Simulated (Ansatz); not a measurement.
# TiB2 (P6/mmm) in Ansatz: notebook

Runs on TiB2. Level: PBEsol. Tasks: relaxation of cell and atoms.

All numbers are computed with Ansatz 0.2.0; they aren't measurements. Logs are shortened: lines on timing, memory, paths and dates and some standing lists are left out, and cuts for length are marked.

**1. The crystal as given**

It takes space group P6/mmm (No. 191, hexagonal). Conventional cell: a = 3.029 Å, b = 3.029 Å, c = 3.228 Å, α = 90.00°, β = 90.00°, γ = 120.00°. Ti (site symmetry 6/mmm) is surrounded by 12 B at 2.38 Å. B (site symmetry -6m2) has 3 B at 1.75 Å as nearest neighbours.

**2. Relaxation of cell and atoms, PBEsol, target pressure 10 GPa, at which the enthalpy is minimised**

input.yaml reads:

```yaml
crystal:
  lattice:
    - [3.0292, 0.0, 0.0]
    - [-1.5146, 2.6233641531, 0.0]
    - [0.0, 0.0, 3.2284]
  atoms:
    - { symbol: Ti, position: [0.0, 0.0, 0.0] }
    - { symbol: B, position: [0.6666666667, 0.3333333333, 0.5] }
    - { symbol: B, position: [0.3333333333, 0.6666666667, 0.5] }
hamiltonian:
  xc: pbesol
  pseudopotentials: { kind: paw }
kpoints:
  mp_grid: { grid: [10, 10, 8] }
scf:
  occupations: { method: fermi_dirac, width: 0.05 }
output:
  forces: true
  stress: true
  eigenvalues: true
relax:
  f_tol: 0.01
  max_steps: 40
  cell: { stress_tol: 0.05, p_target: 10.0 }
```

Potentials or basis: Ansatz PAW.

The run is started by

```
> ansatz run input.yaml --threads 2 --pin off --max-ram 5632MiB --backend cpu --events-out ev --progress --plain --runs-dir out
```

Output:

```text
Warning: RAYON_NUM_THREADS=2 ignored (pool sized by the plan → 2); use --threads N
Engine: ansatz 0.2.0, aarch64-unknown-linux-gnu
Pseudopotentials: kind: paw
Pseudopotential: Ti, paw, valence charge 12, recommended cutoff 420 eV (normal), Ti.paw.azcp
Pseudopotential: B, paw, valence charge 3, recommended cutoff 420 eV (normal), B.paw.azcp
Functional definition: PBEsol
  exchange = pbesol_x
  correlation = pbesol_c
Crystal: 3 atoms, lattice volume = 25.655 Å³
Basis set: ecut = 420 eV, 503 PW (Γ), exchange–correlation on 48×48×48 points (8 copies of the dense FFT grid, shifted against one another)
Bands: 13, of which v1, the nominal top of the filled ones, is band 9 counted from 1 (8 counted from 0)
Symmetry: 24 space group operations
Space group: P6/mmm (ITA 191), of the structure as read, at distance tolerance 2.9e-5 Å
k-points: 70 of 800
Non-local potential: Ti, projectors of the file, l = 0: 3, l = 1: 2, l = 2: 3, l = 3: 1
Non-local potential: B, projectors of the file, l = 0: 2, l = 1: 2, l = 2: 1
PAW form: soft (Blöchl's): semilocal exchange-correlation on the pseudo side does not see the compensation charge
PAW frozen core: Ti, regenerated for the run's functional, and the local potential with it (the file was generated under x = pbe(κ = 0.804, μ = 0.2195149727645171), c = pbe(β = 0.06672455060314922))
PAW frozen core: B, regenerated for the run's functional, and the local potential with it (the file was generated under x = pbe(κ = 0.804, μ = 0.2195149727645171), c = pbe(β = 0.06672455060314922))
PAW one-centre angular grid: Ti, 590 points (default); XC on 64 Gauss nodes
PAW one-centre angular grid: B, 110 points (default); XC on 64 Gauss nodes
Initial density: superposition of atomic densities (neutral atoms: chi_scale 0, normalization atom), corrected by the library's trained network
Initial wavefunctions: pseudopotential atomic-orbital guess
Functional: x = pbesol(κ = 0.804, μ = 0.12345679012345678), c = pbesol(β = 0.046)
SCF iter   1: F=—  HF=-2782.611271 eV  |F-HF|=—  |Δ(HF+E_count)|=         —  Δρ=6.50e-3  dr2=8.33e-3  ethr=1.77e-3  ⟨swp⟩=4.5  Hψ=4320  notcnv=0
preconditioner: auto → none  [metal: Δε(μ)=0.010 eV  Ē_g=8.109 eV  σ=0.050 eV  W_gap=0.05  n_scr=8 (ndim 8)  ℏωp=23.2 eV  f_vac=0.000  D(μ)=0.83/eV (n_scr^D=8)  sad-step TF]
SCF iter   2: F=—  HF=-2782.608398 eV  |F-HF|=—  |Δ(HF+E_count)|=   2.87e-3  Δρ=3.20e-3  dr2=2.60e-3  ethr=4.63e-5  ⟨swp⟩=2.8  Hψ=2149  notcnv=0
SCF iter   3: F=—  HF=-2782.607385 eV  |F-HF|=—  |Δ(HF+E_count)|=   1.01e-3  Δρ=2.91e-4  dr2=2.18e-5  ethr=1.45e-5  ⟨swp⟩=2.0  Hψ=1529  notcnv=0
SCF iter   4: F=—  HF=-2782.607376 eV  |F-HF|=—  |Δ(HF+E_count)|=   8.44e-6  Δρ=4.65e-5  dr2=4.31e-7  ethr=1.21e-7  ⟨swp⟩=2.8  Hψ=1482  notcnv=0
iter 5 did not close the SCF: its close was put off for the readings that it lacked (scf_convergence_deferred on its scf_iter line)
SCF iter   5: F=-2782.607376 eV  HF=-2782.607376 eV  |F-HF|=3.08e-9  |Δ(HF+E_count)|=   7.63e-8  Δρ=5.00e-6  dr2=5.85e-9  ethr=2.39e-9  ⟨swp⟩=2.5  Hψ=1284  notcnv=0
SCF iter   6: F=-2782.607376 eV  HF=-2782.607376 eV  |F-HF|=1.98e-10  |Δ(HF+E_count)|=   1.19e-9  Δρ=1.09e-6  dr2=2.59e-10  ethr=3.25e-11  ⟨swp⟩=1.6  Hψ=2775  notcnv=0
SCF 1 converged in 6 iterations: F = -2782.607376 eV  dr2 = 2.59e-10
relax step   1: F+E_penalty+E_count = -2782.60737631 eV  Δ(F+E_penalty+E_count) = +0.000e0 eV  max|allowed force component| = 4.379e-16 eV/Å  Δτ_max = 0.0000 Å  P = -5.058 GPa  Ω = 25.655 Å³  (6 SCF iters, dr2 threshold 1.00e-7 eV, accepted)
Crystal: 3 atoms, lattice volume = 24.435 Å³
Basis set: ecut = 420 eV, 467 PW (Γ), exchange–correlation on 48×48×48 points (8 copies of the dense FFT grid, shifted against one another)
Initial density: handed on by an earlier stage of this run
Initial wavefunctions: those handed on with the density
iter 1 solved again at ethr=1.62e-4 eV; its pass at ethr=3.10e-3 eV (dr2=2.91e-2 eV) is discarded
SCF iter   1: F=—  HF=-2782.607449 eV  |F-HF|=—  |Δ(HF+E_count)|=         —  Δρ=8.17e-3  dr2=2.93e-2  ethr=1.62e-4  ⟨swp⟩=1.0  Hψ=6347  notcnv=0
preconditioner: auto → none  [metal: Δε(μ)=0.023 eV  Ē_g=8.519 eV  σ=0.050 eV  W_gap=0.11  n_scr=8 (ndim 8)  ℏωp=23.8 eV  f_vac=0.000  D(μ)=0.95/eV (n_scr^D=8)]
SCF iter   2: F=—  HF=-2782.601286 eV  |F-HF|=—  |Δ(HF+E_count)|=   6.16e-3  Δρ=3.00e-3  dr2=3.87e-3  ethr=1.62e-4  ⟨swp⟩=2.0  Hψ=1271  notcnv=0
[... 59 lines left out ...]
SCF iter   3: F=-2782.590273 eV  HF=-2782.590273 eV  |F-HF|=2.59e-11  |Δ(HF+E_count)|=   4.78e-8  Δρ=1.51e-6  dr2=1.81e-10  ethr=1.12e-9  ⟨swp⟩=2.3  Hψ=1151  notcnv=0
iter 4 did not close the SCF: its close was put off for the readings that it lacked (scf_convergence_deferred on its scf_iter line)
SCF iter   4: F=-2782.590273 eV  HF=-2782.590273 eV  |F-HF|=1.50e-11  |Δ(HF+E_count)|=  1.05e-10  Δρ=2.61e-7  dr2=1.42e-11  ethr=1.01e-12  ⟨swp⟩=2.0  Hψ=1457  notcnv=0
iter 5 did not close the SCF: its close was put off for the readings that it lacked (scf_convergence_deferred on its scf_iter line)
SCF iter   5: F=-2782.590273 eV  HF=-2782.590273 eV  |F-HF|=0.00e0  |Δ(HF+E_count)|=  7.28e-12  Δρ=3.22e-8  dr2=1.01e-13  ethr=1.00e-12  ⟨swp⟩=1.0  Hψ=910  notcnv=0
iter 6 did not close the SCF: its close was put off for the readings that it lacked (scf_convergence_deferred on its scf_iter line)
SCF iter   6: F=-2782.590273 eV  HF=-2782.590273 eV  |F-HF|=4.55e-13  |Δ(HF+E_count)|=  4.55e-13  Δρ=6.92e-9  dr2=6.35e-15  ethr=1.00e-12  ⟨swp⟩=1.0  Hψ=910  notcnv=0
SCF iter   7: F=-2782.590273 eV  HF=-2782.590273 eV  |F-HF|=4.55e-13  |Δ(HF+E_count)|=    0.00e0  Δρ=3.07e-9  dr2=2.62e-15  ethr=1.00e-12  ⟨swp⟩=1.0  Hψ=2100  notcnv=0
SCF 6 converged in 7 iterations: F = -2782.590273 eV  dr2 = 2.62e-15
relax step   6: F+E_penalty+E_count = -2782.59027328 eV  Δ(F+E_penalty+E_count) = +3.603e-4 eV  max|allowed force component| = 4.441e-16 eV/Å  Δτ_max = 0.0000 Å  P = +9.999 GPa  Ω = 24.252 Å³  energy of the carried Pulay correction = +8.385e-6 eV  (7 SCF iters, dr2 threshold 1.90e-8 eV, accepted)
iter 1 solved again at ethr=3.16e-9 eV; its pass at ethr=3.10e-3 eV (dr2=5.69e-7 eV) is discarded
SCF iter   1: F=—  HF=-2782.590253 eV  |F-HF|=—  |Δ(HF+E_count)|=         —  Δρ=1.26e-6  dr2=6.53e-11  ethr=3.16e-9  ⟨swp⟩=3.0  Hψ=7113  notcnv=0
preconditioner: auto → none  [metal: Δε(μ)=0.031 eV  Ē_g=8.470 eV  σ=0.050 eV  W_gap=0.15  n_scr=8 (ndim 8)  ℏωp=23.8 eV  f_vac=0.000  D(μ)=0.93/eV (n_scr^D=8)]
iter 2 did not close the SCF: its close was put off for the readings that it lacked (scf_convergence_deferred on its scf_iter line)
SCF iter   2: F=-2782.590263 eV  HF=-2782.590263 eV  |F-HF|=1.82e-11  |Δ(HF+E_count)|=   1.03e-5  Δρ=6.08e-7  dr2=9.60e-12  ethr=1.00e-12  ⟨swp⟩=2.5  Hψ=1591  notcnv=0
iter 3 did not close the SCF: its close was put off for the readings that it lacked (scf_convergence_deferred on its scf_iter line)
SCF iter   3: F=-2782.590263 eV  HF=-2782.590263 eV  |F-HF|=1.36e-12  |Δ(HF+E_count)|=  2.05e-11  Δρ=1.42e-7  dr2=1.90e-12  ethr=1.00e-12  ⟨swp⟩=1.0  Hψ=910  notcnv=0
iter 4 did not close the SCF: its close was put off for the readings that it lacked (scf_convergence_deferred on its scf_iter line)
SCF iter   4: F=-2782.590263 eV  HF=-2782.590263 eV  |F-HF|=0.00e0  |Δ(HF+E_count)|=  1.36e-12  Δρ=4.09e-8  dr2=9.68e-14  ethr=1.00e-12  ⟨swp⟩=1.0  Hψ=910  notcnv=0
iter 5 did not close the SCF: its close was put off for the readings that it lacked (scf_convergence_deferred on its scf_iter line)
SCF iter   5: F=-2782.590263 eV  HF=-2782.590263 eV  |F-HF|=4.55e-13  |Δ(HF+E_count)|=  4.55e-13  Δρ=1.96e-8  dr2=2.70e-14  ethr=1.00e-12  ⟨swp⟩=1.0  Hψ=910  notcnv=0
SCF iter   6: F=-2782.590263 eV  HF=-2782.590263 eV  |F-HF|=4.55e-13  |Δ(HF+E_count)|=  9.09e-13  Δρ=5.39e-9  dr2=1.64e-15  ethr=1.00e-12  ⟨swp⟩=2.3  Hψ=2753  notcnv=0
SCF 7 converged in 6 iterations: F = -2782.590263 eV  dr2 = 1.64e-15
relax step   7: F+E_penalty+E_count = -2782.59026349 eV  Δ(F+E_penalty+E_count) = +9.792e-6 eV  max|allowed force component| = 4.503e-16 eV/Å  Δτ_max = 0.0000 Å  P = +9.998 GPa  Ω = 24.252 Å³  stress off target by 2.48e-3 GPa  SCF on the basis re-selected at this cell (its energy is not comparable with the rows above)  (6 SCF iters)
basis re-selected at this cell: Δ(F+E_penalty+E_count) = +9.792e-6 eV, ΔP = -0.000 GPa vs the last step (what re-selecting the basis moved, of the pressure what is left beyond the Pulay correction that the steps carried, after the strain that the cell walked since its last selection, with what the two solves' SCF thresholds leave and, on support functions, any second-order correction that the steps lacked; it is no measure of the basis error at this ecutwfc). This SCF's stress stands 2.48e-3 GPa from its target on what of the cell is left free (relax.cell.stress_tol is 5.00e-2 GPa) and its largest allowed force component is 4.50e-16 eV/Å (relax.f_tol is 1.00e-2 eV/Å): within both
SCF converged after 6 iterations
Free energy (F): -2782.590263 eV
Harris-Foulkes:  -2782.590263 eV  (|F-HF|=4.55e-13)
Internal energy: -2782.583387 eV  (E = F + TS)
E sigma→0 (E₀):  -2782.586825 eV
Entropy (-TS):   -0.006876 eV (-2.292 meV/atom)
Fermi energy:    15.924712 eV
--- Per-component energies (eV) ---
  E_band       = -77.363477
  E_kinetic    = 380.338220
  E_local      = -755.522632  (includes V_loc(G=0)·N_el)
  E_nonlocal   = 30.428624
  E_hartree    = 323.887160
  E_xc         = -165.625343
  E_vxc        = -204.242441  (∫ρ·V_xc dr)
  E_paw        = -1173.650887  (= ΣΔE_a)
  E_vpaw       = -176.139683  (= ΣTr[D̂ρ^β])
  E_aug_tail   = 0.000117  (compensation charges beyond the density's cutoff)
  E_ewald      = -1422.607451
  E_core_change = 0.168806  (= ΣΔE_core)
  E_smearing   = -0.006876  (= −TS)
  E_closure    = -0.000000  (closes the sum)
  Σ components = -2782.590263   (vs F -2782.590263, Δ=0.00e0)
--- Forces (eV/Å), atoms counted from 1 ---
  atom   1  Ti     0.00000000    -0.00000000     0.00000000
  atom   2  B      0.00000000     0.00000000     0.00000000
  atom   3  B     -0.00000000    -0.00000000    -0.00000000
  max |Σ_I F_I| component: 3.70e-17 eV/Å
--- Stress (GPa, compression-positive) ---
        9.998513       0.000000      -0.000000
        0.000000       9.998513      -0.000000
       -0.000000      -0.000000       9.997523
  P = ⅓ Tr σ = 9.9982 GPa (99.982 kbar)
--- Band table (eV; the first three rows and the last of 70) ---
  k-point 0: bands = ["-40.5039", "-16.9708", "-16.6428", "-16.6428", "2.2449", "13.1997", "13.1997", "13.7484", "13.8339", "18.0896", "18.0896", "20.0438", "20.0438"]
  k-point 1: bands = ["-40.5007", "-17.0119", "-16.6395", "-16.6395", "2.4740", "12.1262", "13.3766", "13.3766", "15.2573", "17.5294", "17.5294", "19.6456", "19.6456"]
  k-point 2: bands = ["-40.4930", "-17.1098", "-16.6314", "-16.6314", "3.1056", "10.3964", "13.8972", "13.8972", "16.5282", "16.6172", "16.6172", "18.6305", "18.6305"]
  k-point 69: bands = ["-40.4072", "-17.1131", "-16.9851", "-16.8943", "6.7498", "7.7554", "10.2702", "12.5461", "12.8127", "18.8079", "20.2914", "20.5629", "20.9035"]
--- Relaxed structure (5 steps of the walk, 5 accepted, 2 SCFs on fresh bases) ---
  F+E_penalty+E_count = -2782.59026349 eV   max|allowed force component| = 4.503e-16 eV/Å   (the final SCF, on the basis selected at the relaxed cell)
  cell:  # Å, volume = 24.2519 Å³
    - [2.985356255544666, 6.329855412227712e-33, -2.4932047684881284e-34]
    - [-1.492678127772333, 2.58539435664847, -4.48620535615323e-35]
    - [-2.657157756059125e-34, -2.086198238228239e-34, 3.1421258680640136]
  atoms:
    - { symbol: Ti, position: [4.431799628291238e-35, 8.157167802585337e-35, 0.0] }
    - { symbol: B, position: [0.6666666666666666, 0.3333333333333333, 0.49999999999999994] }
    - { symbol: B, position: [0.3333333333333333, 0.6666666666666666, 0.49999999999999994] }
```

Wall time 5.5 s (2 threads of Arm Neoverse V2, shared host); peak memory 0.32 GiB.

Results:

```
Free energy                                            : -2782.5903 eV
Relaxed volume                                         : 8.08 Å³/atom
Relaxed cell                                           : a = 2.985 Å, b = 2.985 Å, c = 3.142 Å, α = 90.00°, β = 90.00°, γ = 120.00°
Space group after relaxing (to 0.05 Å)                 : P6/mmm (No. 191)
Energy change on relaxing (the enthalpy is what falls) : +5.7 meV/atom
Ionic steps                                            : 7
Pressure after relaxing                                : 10.0 GPa
Band gap on the k mesh                                 : none (metal or under the smearing width)
```

Step by step:
```csv
step,energy change (eV),largest force (eV/Å),volume (Å³)
1,0.0000,0.0000,25.66
2,0.0070,0.0000,24.43
3,0.0168,0.0000,24.23
4,0.0153,0.0000,24.26
5,0.0167,0.0000,24.26
6,0.0171,0.0000,24.25
7,0.0171,0.0000,24.25
```

Final structure:
```xyz
3
Lattice="2.9854 0.0000 0.0000 -1.4927 2.5854 0.0000 0.0000 0.0000 3.1421" Properties=species:S:1:pos:R:3 pbc="T T T"
Ti    0.0000    0.0000    0.0000
B     1.4927    0.8618    1.5711
B     0.0000    1.7236    1.5711
```

Caveat: the plane-wave basis is chosen anew once the cell has moved, so the energies of steps on either side of that aren't comparable; the PAW data sets come from PBE, with cores solved anew for the run's functional, which leaves a small shift of forces and pressure.

(Part 1 of 2 ends here.)
